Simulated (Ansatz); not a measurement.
A run of Ansatz 0.2.0 is set up as follows.

File input.yaml:

```yaml
crystal:
  lattice:
    - [3.9998, 0.0, 0.0]
    - [0.0, 3.9998, 0.0]
    - [0.0, 0.0, 4.018]
  atoms:
    - { symbol: Ba, position: [0.0, 0.0, 0.0] }
    - { symbol: Ti, position: [0.5, 0.5, 0.49] }
    - { symbol: O, position: [0.0, 0.5, 0.517] }
    - { symbol: O, position: [0.5, 0.0, 0.517] }
    - { symbol: O, position: [0.5, 0.5, 0.019] }
hamiltonian:
  xc: pbe
  pseudopotentials: { kind: paw_fr }
magnetization:
  noncollinear: true
  spin_orbit: true
kpoints:
  mp_grid: { grid: [7, 7, 7] }
  band_path:
    path:
      - [[0.0, 0.0, 0.0], [0.0, 0.5, 0.0], [0.5, 0.5, 0.0], [0.0, 0.0, 0.0], [0.0, 0.0, 0.5], [0.0, 0.5, 0.5], [0.5, 0.5, 0.5], [0.0, 0.0, 0.5]]
      - [[0.0, 0.5, 0.0], [0.0, 0.5, 0.5]]
      - [[0.5, 0.5, 0.0], [0.5, 0.5, 0.5]]
    npoints: 14
scf:
  occupations: { method: fermi_dirac, width: 0.05 }
  n_extra_bands: 12
output:
  forces: true
  stress: true
  eigenvalues: true
  fatbands: false
```

Potentials or basis: Ansatz PAW.

Launch:

```sh
$ ansatz run input.yaml --threads 2 --pin off --max-ram 5632MiB --backend cpu --events-out ev --progress --plain --runs-dir out
```

Q: Predict the band gap on the k mesh.

A: 1.93 eV, indirect (least direct gap 2.04 eV).

Q: Predict the band gap along the path.

A: 1.84 eV, indirect (least direct gap 2.04 eV).

Q: Predict the pressure.

A: 2.4 GPa.

Levels at the corners of the path, in eV from the valence-band top:
```tsv
point	band 37	band 38	band 39	band 40	band 41	band 42	band 43	band 44
Γ	-0.21	-0.21	-0.21	-0.21	1.84	1.84	2.04	2.04
X	-0.91	-0.91	-0.80	-0.80	2.16	2.16	3.53	3.53
M	-0.86	-0.86	-0.05	-0.05	3.58	3.58	3.60	3.60
Γ	-0.21	-0.21	-0.21	-0.21	1.84	1.84	2.04	2.04
Z	-0.68	-0.68	-0.65	-0.65	1.96	1.96	3.58	3.58
R	-0.79	-0.79	-0.13	-0.13	3.56	3.56	3.61	3.61
A	-0.08	-0.08	0.00	0.00	4.20	4.20	4.20	4.20
Z	-0.68	-0.68	-0.65	-0.65	1.96	1.96	3.58	3.58
X	-0.91	-0.91	-0.80	-0.80	2.16	2.16	3.53	3.53
R	-0.79	-0.79	-0.13	-0.13	3.56	3.56	3.61	3.61
M	-0.86	-0.86	-0.05	-0.05	3.58	3.58	3.60	3.60
A	-0.08	-0.08	0.00	0.00	4.20	4.20	4.20	4.20
```

Caveat: the k mesh misses the band edges, so the gap on the mesh is wider than the one along the path; the pressure holds a Pulay correction of +0.5 GPa for the finite cutoff.
